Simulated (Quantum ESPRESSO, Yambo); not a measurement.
An input for Yambo 5.3.0 (SnS2 (1T monolayer)):

```
HF_and_locXC
gw0
dyson
ppa
em1d
rim_cut
rim_w
RandQpts= 3000000
RandGvec= 100 RL
CUTGeo= "slab z"
RandGvecW= 9 RL
EXXRLvcs= 84 Ry
VXCRLvcs= 336 Ry
Chimod= "HARTREE"
% BndsRnXp
 1 | 234 |
%
NGsBlkXp= 13 Ry
% LongDrXp
 1 | 1 | 0 |
%
% GbndRnge
 1 | 234 |
%
DysSolver= "n"
ExtendOut
PPAPntXp= 27.21138 eV
% QPkrange
 2 | 2 | 16 | 19 |
 4 | 4 | 16 | 19 |
 1 | 1 | 16 | 19 |
%
```

```sh
OMP_NUM_THREADS=1 mpirun -n 4 yambo -F gw2.in -J gw2 -C gw2 > gw2.log
```

The stored states that it reads are on a 6×6×1 mesh. The cell holds 3 atoms: 1 Sn and 2 S. Its edges and angles: a = 3.705 Å, b = 3.705 Å, c = 15.000 Å, α = 90.0°, β = 90.0°, γ = 120.0°. Vacuum lies along c.

**Question.** Estimate wall time and host memory on 4 MPI ranks of Arm Neoverse V1, shared host.

It took 25 min; on shared hardware allow 13 min to 51 min. Peak host memory was 3.2 GiB.

The screening grows as filled bands × empty bands × pairs of k points, times the square of the screening basis for the matrix.

[Paths, hosts, dates, memory and timing lines, banners, echoed tables and standing remarks are left out of the program output.]

[Logs are printed without paths, hosts, clocks, repeated set-up lines and the standing remarks that a program may print on its own settings, such as how far it seeks lower states.]

[Runs of the session that timed out or met a known fault of the program may be left out.]

[Hosts, paths, dates, database ids (printed as entryN), source tags and the programs' standing remarks are cut or masked in the printed files.]
